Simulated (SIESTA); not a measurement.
SnO under changes of volume

One of the cells (18.125 Å³/atom); the others are scaled copies at fixed shape and fractional positions:

```
Sn O
1.0
     3.83895    0.00000    0.00000
     0.00000    3.83895    0.00000
     0.00000    0.00000    4.91928
Sn O
2 2
Direct
  0.50000 0.00000 0.76463
  0.00000 0.50000 0.23537
  0.00000 0.00000 0.00000
  0.50000 0.50000 0.00000
```

The cell is a database's computed one.

- Program: SIESTA 5.4.2
- Functional: PBEsol
- Potentials or basis: PseudoDojo 0.4 standard (PBEsol files)
- Basis: DZP (energy shift 0.003 Ry; two zetas on semicore shells)
- Grid cutoff: 800 Ry
- Energy shift: 0.003 Ry
- k mesh: 7 × 7 × 6
- Occupations: fermi-dirac, width 0.05 eV
- Spin: no spin polarisation

```csv
volume (Å³/atom),energy over the lowest point (meV/atom),pressure (GPa),gap on the mesh (eV),largest force (eV/Å)
16.703,43.27,9.9,0.13,1.704
17.058,24.29,7.2,0.21,1.311
17.414,11.15,4.7,0.29,0.959
18.125,0.00,0.5,0.42,0.333
18.480,1.06,-1.4,0.48,0.052
18.835,?,?,?,?
```

**Question.** What does the run at 18.835 Å³/atom give?

**Answer.** Energy over the lowest point 5.92 meV/atom; pressure -2.9 GPa; gap on the mesh 0.54 eV; largest force 0.206 eV/Å.

Worked out: A Birch-Murnaghan fit of order 3 (a polynomial in V^(-2/3)) to the other rows has its minimum at 18.21 Å³/atom with B0 = V·E''(V) = 96 GPa and B' = 4.3 at fixed shape and positions, which overstates the stiffness. It gives 5.92 meV/atom at 18.835 Å³/atom, against the run's 5.92, and -dE/dV = -3.0 GPa, against -2.9. A straight line through the other rows of the gap, of slope 3.45 eV per unit of ln V, extrapolates to 0.55 eV, against the run's 0.54.

Energies are extrapolated to zero smearing.

Caveats: spin-orbit coupling is left out, which moves the levels of the heavy elements; an odd mesh through Γ misses points on the zone boundary, where band edges often lie; the basis of atomic orbitals isn't converged, which shifts pressures, moduli and gaps; forces of over 1 eV/Å show positions far from the minimum, so gaps and moduli don't describe the material at rest (some runs).
